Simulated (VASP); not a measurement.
**HfN under changes of volume**

One of the cells (11.712 Å³/atom); the others are scaled copies at fixed shape and fractional positions:

```
CELL_PARAMETERS angstrom
0.00000 2.27094 2.27094
2.27094 0.00000 2.27094
2.27094 2.27094 0.00000
ATOMIC_POSITIONS crystal
Hf 0.00000 0.00000 0.00000
N 0.50000 0.50000 0.50000
```

| Quantity | Value |
| --- | --- |
| Program | VASP 6.6.1 |
| Functional | PBEsol |
| Potentials or basis | VASP PAW PBE potentials, release 64 (Hf_pv, N) |
| Cutoff | 520 eV |
| k mesh | 10 × 10 × 10 |
| Occupations | fermi-dirac, width 0.05 eV |
| Spin | no spin polarisation |

```tsv
volume (Å³/atom)	energy over the lowest point (meV/atom)	pressure (GPa)
10.793	?	?
11.023	7.13	8.2
11.252	0.00	1.7
11.712	11.12	-9.3
11.941	27.69	-13.9
12.171	50.57	-18.1
```

Problem. What does the run at 10.793 Å³/atom give?

Solution. Energy over the lowest point 24.03 meV/atom; pressure 15.3 GPa.

Worked out: A Birch-Murnaghan fit of order 3 (a polynomial in V^(-2/3)) to the other rows has its minimum at 11.32 Å³/atom with B0 = V·E''(V) = 292 GPa and B' = 4.4. It gives 24.15 meV/atom at 10.793 Å³/atom, against the run's 24.03, and -dE/dV = 15.5 GPa, against 15.3.

Energies are extrapolated to zero smearing.

Caveats: the PAW data sets were made with another functional, which shifts forces and pressure a little.
